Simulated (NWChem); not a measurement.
# C4H8 (SMILES C=CCC): levels of theory compared

Aim: a comparison of 4 runs (HF/def2-SVP, PBE0/def2-SVP, M06-2X/def2-TZVP, PBE/def2-TZVP) of C4H8. 

Program for the calculation: NWChem 7.3.0.

## Step 1: The molecule

C4H8: 12 atoms, total charge 0, spin state singlet. As SMILES, `C=CCC`. The shape is that of a PBE0-D4/def2-TZVP optimisation. This is one conformer, not always the lowest.

Bond lengths: C1–C2 1.325 Å, C2–C3 1.492 Å, C3–C4 1.525 Å, C1–H5 1.086 Å, C1–H6 1.084 Å, C2–H7 1.090 Å, C3–H8 1.094 Å, C3–H9 1.097 Å, C4–H10 1.093 Å, C4–H11 1.092 Å, C4–H12 1.092 Å. Some angles: C1–C2–C3 125.3°, C2–C3–C4 112.5°, C1–C2–H7 118.9°, C3–C2–H7 115.8°, C2–C1–H5 121.3°, C2–C1–H6 121.7°, C2–C3–H8 109.5°, C2–C3–H9 109.0°, C4–C3–H8 110.2°, C4–C3–H9 108.9°.

## Step 2: Energy and forces at HF/def2-SVP (run 1)

job.nw reads:

```
start job
title "C4H8"
memory 2200 mb

geometry units angstroms noautosym nocenter noautoz
 C     -0.102800     1.905000     0.560800
 C      0.327700     0.889700    -0.174300
 C     -0.446000    -0.352500    -0.465500
 C      0.258200    -1.608200     0.036200
 H     -1.092900     1.899200     1.007100
 H      0.512900     2.778300     0.742300
 H      1.330000     0.935100    -0.599700
 H     -1.442300    -0.274800    -0.019600
 H     -0.593000    -0.436900    -1.549400
 H      1.253200    -1.704600    -0.406500
 H      0.380200    -1.579000     1.121300
 H     -0.308300    -2.506700    -0.218800
end

basis spherical bse
 C library def2-SVP
 H library def2-SVP
end

scf
 thresh 1e-08
 maxiter 80
end

task scf gradient
```

On the command line:

```sh
$ nwchem job.nw > job.out
```

The log of the run:

```text
[...]
  functions       =    96
[...]
  wavefunction    = RHF
[...]
         Total SCF energy =   -155.996634481990
      One-electron energy =   -441.619164821282
      Two-electron energy =    168.042420729823
 Nuclear repulsion energy =    117.580109609468
        Time for solution =      8.5s
[...]
                         RHF ENERGY GRADIENTS
    atom               coordinates                        gradient
                 x          y          z           x          y          z
   1 C      -0.194264   3.599928   1.059758   -0.001139   0.002410   0.002055
   2 C       0.619263   1.681289  -0.329379   -0.002854  -0.009197  -0.003295
   3 C      -0.842818  -0.666128  -0.879667    0.004922   0.003936   0.003135
   4 C       0.487927  -3.039057   0.068408   -0.000877   0.002893  -0.001014
   5 H      -2.065282   3.588968   1.903143   -0.001111  -0.000596   0.000186
   6 H       0.969240   5.250226   1.402744    0.000435   0.000505   0.000098
   7 H       2.513336   1.767083  -1.133269    0.001375  -0.000652  -0.000641
   8 H      -2.725552  -0.519297  -0.037039   -0.001132   0.000723   0.000839
   9 H      -1.120608  -0.825621  -2.927941    0.000114  -0.000255  -0.001386
  10 H       2.368205  -3.221227  -0.768174    0.000518   0.000246  -0.000155
  11 H       0.718474  -2.983877   2.118950    0.000074   0.000339   0.000431
[...]
```

Run time: 11 s. Hardware: 1 thread of AMD EPYC 9R14 (Zen 4), shared host; peak memory 0.1 GiB.

## Step 3: Energy and forces at PBE0/def2-SVP (run 2)

c4h8.xyz reads:

```xyz
12
C4H8
C     -0.102800     1.905000     0.560800
C      0.327700     0.889700    -0.174300
C     -0.446000    -0.352500    -0.465500
C      0.258200    -1.608200     0.036200
H     -1.092900     1.899200     1.007100
H      0.512900     2.778300     0.742300
H      1.330000     0.935100    -0.599700
H     -1.442300    -0.274800    -0.019600
H     -0.593000    -0.436900    -1.549400
H      1.253200    -1.704600    -0.406500
H      0.380200    -1.579000     1.121300
H     -0.308300    -2.506700    -0.218800
```

run.py reads:

```python
from ase.io import read
from ase.calculators.nwchem import NWChem

atoms = read('c4h8.xyz')

calc = NWChem(
    label='c4h8',
    theory='dft',
    memory='2200 mb',
    basis='def2-SVP',
    basispar='spherical bse',
    dft={'xc': 'pbe0', 'mult': '1', 'grid': 'fine', 'convergence': 'energy 1e-08', 'iterations': '100', 'mulliken': None},
)
atoms.calc = calc

forces = atoms.get_forces()
e = atoms.get_potential_energy()
print(f"E = {e:.6f} eV")
print("forces (eV/A):")
for s, f in zip(atoms.symbols, forces):
    print(f"{s:2s} {f[0]:10.5f} {f[1]:10.5f} {f[2]:10.5f}")
print("dipole (e A):", atoms.get_dipole_moment().round(4))
```

On the command line:

```sh
$ export ASE_NWCHEM_COMMAND="nwchem PREFIX.nwi > PREFIX.nwo"
$ python run.py
```

The log of the run:

```text
E = -4269.618141 eV
forces (eV/A):
C    -0.04731    0.16738    0.11076
C    -0.08212   -0.27022   -0.15067
C     0.23952   -0.08793    0.12346
C    -0.15128    0.18831   -0.10567
H    -0.30699    0.00550    0.14162
H     0.19767    0.28395    0.05965
H     0.29331    0.01748   -0.12568
H    -0.26441    0.01435    0.09554
H    -0.04937   -0.01800   -0.27243
H     0.26683   -0.04407   -0.11004
H     0.03990   -0.00756    0.29131
H    -0.13581   -0.24914   -0.05790
dipole (e A): [-0.0013 -0.0735 -0.0333]
```

The calculator wrote c4h8.nwi:

```
title "c4h8"

permanent_dir c4h8

scratch_dir c4h8

start c4h8

geometry units angstrom nocenter noautosym noautoz
  C  -1.0280000000000000e-01 1.9050000000000000e+00 5.6079999999999997e-01
  C  3.2769999999999999e-01 8.8970000000000005e-01 -1.7430000000000001e-01
  C  -4.4600000000000001e-01 -3.5249999999999998e-01 -4.6550000000000002e-01
  C  2.5819999999999999e-01 -1.6082000000000001e+00 3.6200000000000003e-02
  H  -1.0929000000000000e+00 1.8992000000000000e+00 1.0071000000000001e+00
  H  5.1290000000000002e-01 2.7783000000000002e+00 7.4229999999999996e-01
  H  1.3300000000000001e+00 9.3510000000000004e-01 -5.9970000000000001e-01
  H  -1.4422999999999999e+00 -2.7479999999999999e-01 -1.9599999999999999e-02
  H  -5.9299999999999997e-01 -4.3690000000000001e-01 -1.5494000000000001e+00
  H  1.2532000000000001e+00 -1.7045999999999999e+00 -4.0649999999999997e-01
  H  3.8019999999999998e-01 -1.5790000000000000e+00 1.1213000000000000e+00
  H  -3.0830000000000002e-01 -2.5066999999999999e+00 -2.1879999999999999e-01
end

memory 2200 mb

basis spherical bse noprint
   * library def2-SVP
end

dft
  xc pbe0
  mult 1
  grid fine
  convergence energy 1e-08
  iterations 100
  mulliken
end

task dft gradient
```

c4h8.nwo:

```text
Northwest Computational Chemistry Package (NWChem) 7.3.0
             --------------------------------------------------------

           Job information
           ---------------

    nwchem branch   = 7.3.0
    use scalapack   = T
    input           = c4h8.nwi
    prefix          = c4h8.
    data base       = c4h8/c4h8.db
    status          = startup
    nproc           =        1

           Memory information
           ------------------

[... 5 lines left out ...]
    hardfail = no
[... 108 lines left out ...]
  convergence criterion.
[... 40 lines left out ...]
          Spatial weights used:  Erf1
[... 32 lines left out ...]
 1-e energy   =    -437.603015
[... 44 lines left out ...]
           Coulomb energy =      192.098879980283
[... 746 lines left out ...]
          Convergence on density requested:  1.00D-05
[... 26 lines left out ...]
          total energy or number of iterations.
[... 36 lines left out ...]
                 ----------------------------------------
                 |  Time  |  1-e(secs)   |  2-e(secs)   |
                 ----------------------------------------
                 |  CPU   |       0.01   |       1.29   |
                 ----------------------------------------
                 |  WALL  |       0.01   |       1.29   |
                 ----------------------------------------

 Task  times  cpu:       14.8s     wall:       14.8s
 Total times  cpu:       14.8s     wall:       14.8s
```

Run time: 16 s. Hardware: 1 thread of AMD EPYC 9R14 (Zen 4), shared host; peak memory 0.12 GiB.

Run 3 isn't shown in full; the table further down has it.

## Step 4: Energy and forces at PBE/def2-TZVP (run 4)

run.xyz reads:

```xyz
12

C     -0.102800     1.905000     0.560800
C      0.327700     0.889700    -0.174300
C     -0.446000    -0.352500    -0.465500
C      0.258200    -1.608200     0.036200
H     -1.092900     1.899200     1.007100
H      0.512900     2.778300     0.742300
H      1.330000     0.935100    -0.599700
H     -1.442300    -0.274800    -0.019600
H     -0.593000    -0.436900    -1.549400
H      1.253200    -1.704600    -0.406500
H      0.380200    -1.579000     1.121300
H     -0.308300    -2.506700    -0.218800
```

run.py reads:

```python
from ase.io import read
from ase.calculators.nwchem import NWChem

atoms = read('run.xyz')

calc = NWChem(
    label='run',
    theory='dft',
    memory='2200 mb',
    basis='def2-TZVP',
    basispar='spherical bse',
    dft={'xc': 'xpbe96 cpbe96', 'mult': '1', 'grid': 'fine', 'convergence': 'energy 1e-08', 'iterations': '100', 'mulliken': None},
)
atoms.calc = calc

forces = atoms.get_forces()
print("Total energy (eV):", round(atoms.get_potential_energy(), 6))
print("forces (eV/A):")
for s, f in zip(atoms.symbols, forces):
    print(f"{s:2s} {f[0]:10.5f} {f[1]:10.5f} {f[2]:10.5f}")
print("dipole (e A):", atoms.get_dipole_moment().round(4))
```

On the command line:

```sh
$ export ASE_NWCHEM_COMMAND="nwchem PREFIX.nwi > PREFIX.nwo"
$ python run.py
```

The log of the run:

```text
Total energy (eV): -4273.437413
forces (eV/A):
C    -0.09508    0.29563    0.20039
C     0.05867   -0.26513   -0.20060
C     0.03769    0.03389    0.00946
C    -0.00396   -0.04042   -0.00869
H    -0.23145    0.01394    0.11025
H     0.13287    0.21479    0.05461
H     0.23814    0.00118   -0.10629
H    -0.23176    0.01779    0.09266
H    -0.04057   -0.02777   -0.24899
H     0.22055   -0.03286   -0.09102
H     0.03142   -0.00417    0.23886
H    -0.11657   -0.20682   -0.05065
dipole (e A): [-0.0053 -0.0802 -0.0381]
```

The calculator wrote run.nwi:

```
title "run"

permanent_dir run

scratch_dir run

start run

geometry units angstrom nocenter noautosym noautoz
  C  -1.0280000000000000e-01 1.9050000000000000e+00 5.6079999999999997e-01
  C  3.2769999999999999e-01 8.8970000000000005e-01 -1.7430000000000001e-01
  C  -4.4600000000000001e-01 -3.5249999999999998e-01 -4.6550000000000002e-01
  C  2.5819999999999999e-01 -1.6082000000000001e+00 3.6200000000000003e-02
  H  -1.0929000000000000e+00 1.8992000000000000e+00 1.0071000000000001e+00
  H  5.1290000000000002e-01 2.7783000000000002e+00 7.4229999999999996e-01
  H  1.3300000000000001e+00 9.3510000000000004e-01 -5.9970000000000001e-01
  H  -1.4422999999999999e+00 -2.7479999999999999e-01 -1.9599999999999999e-02
  H  -5.9299999999999997e-01 -4.3690000000000001e-01 -1.5494000000000001e+00
  H  1.2532000000000001e+00 -1.7045999999999999e+00 -4.0649999999999997e-01
  H  3.8019999999999998e-01 -1.5790000000000000e+00 1.1213000000000000e+00
  H  -3.0830000000000002e-01 -2.5066999999999999e+00 -2.1879999999999999e-01
end

memory 2200 mb

basis spherical bse noprint
   * library def2-TZVP
end

dft
  xc xpbe96 cpbe96
  mult 1
  grid fine
  convergence energy 1e-08
  iterations 100
  mulliken
end

task dft gradient
```

run.nwo:

```text
Northwest Computational Chemistry Package (NWChem) 7.3.0
             --------------------------------------------------------

           Job information
           ---------------

    nwchem branch   = 7.3.0
    use scalapack   = T
    input           = run.nwi
    prefix          = run.
    data base       = run/run.db
    status          = startup
    nproc           =        1

           Memory information
           ------------------

[... 5 lines left out ...]
    hardfail = no
[... 110 lines left out ...]
  convergence criterion.
[... 38 lines left out ...]
          Spatial weights used:  Erf1
[... 32 lines left out ...]
 1-e energy   =    -437.773406
[... 43 lines left out ...]
           Coulomb energy =      192.311485380291
[... 1279 lines left out ...]
          Convergence on density requested:  1.00D-05
[... 24 lines left out ...]
          total energy or number of iterations.
[... 36 lines left out ...]
                 ----------------------------------------
                 |  Time  |  1-e(secs)   |  2-e(secs)   |
                 ----------------------------------------
                 |  CPU   |       0.03   |      12.26   |
                 ----------------------------------------
                 |  WALL  |       0.03   |      12.26   |
                 ----------------------------------------

 Task  times  cpu:       74.9s     wall:       74.9s
 Total times  cpu:       75.0s     wall:       75.0s
```

Wall time 76 s (1 thread of AMD EPYC 9R14 (Zen 4), shared host); peak memory 0.14 GiB.

## Step 5: All runs side by side

```tsv
run	level	iteration cap	module	energy (Eh)	dipole moment (D)	HOMO energy (eV)	LUMO energy (eV)	wall time
1	HF/def2-SVP	80	scf	-155.996634	0.35	-9.81	4.56	11 s
2	PBE0/def2-SVP	100	dft	-156.905574	0.39	-7.32	0.63	16 s
3	M06-2X/def2-TZVP	100	dft	-157.190441	0.39	-8.60	1.28	77 s
4	PBE/def2-TZVP	100	dft	-157.045930	0.43	-6.25	-0.65	76 s
```

## Step 6: What came out

```
                       quantity          value
            run 4: total energy  -157.04593 Eh
           run 4: dipole moment         0.43 D
             run 4: HOMO energy       -6.25 eV
             run 4: LUMO energy       -0.65 eV
           run 4: HOMO–LUMO gap        5.60 eV
run 4: largest force on an atom     0.370 eV/Å
```

**Reading.** The dipole moment (its size) runs from 0.35 D (HF/def2-SVP) to 0.43 D (PBE/def2-TZVP). The two ends differ in method and basis. The HOMO–LUMO gap runs from 5.60 eV (PBE/def2-TZVP) to 14.37 eV (HF/def2-SVP). Totals of different functionals can't be ranked against each other. All runs together took 3 min, the longest 77 s.
